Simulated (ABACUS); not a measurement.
Crystal: Al.

```xyz
1
Lattice="0.0000 2.0248 2.0248 2.0248 0.0000 2.0248 2.0248 2.0248 0.0000" Properties=species:S:1:pos:R:3 pbc="T T T"
Al    0.0000    0.0000    0.0000
```

Base run:

| Property | Result |
| --- | --- |
| Program | ABACUS 3.10.1 |
| Functional | BP86 |
| Potentials or basis | SG15 ONCV 1.2 PBE |
| Cutoff | 816 eV |
| Density cutoff | 3265 eV |
| Basis | plane waves |
| k mesh | 9 × 9 × 9 |
| Occupations | fermi-dirac, width 0.05 eV |
| Spin | no spin polarisation |

Its results: band gap on the k mesh none (metal or under the smearing width); pressure -0.6 GPa.

Problem. The run is repeated on the same cell with these changes: functional from BP86 to TPSS; cutoff from 816 eV to 939 eV; density cutoff from 3265 eV to 3755 eV; k mesh from 9 × 9 × 9 to 7 × 7 × 7. What comes out?

Solution. Band gap on the k mesh none (metal or under the smearing width); pressure -4.4 GPa.

Several settings changed at once, so the effect can't be laid on one alone.

Caveats: some runs use coarse meshes; the potentials were made for another functional, which shifts forces and pressure.
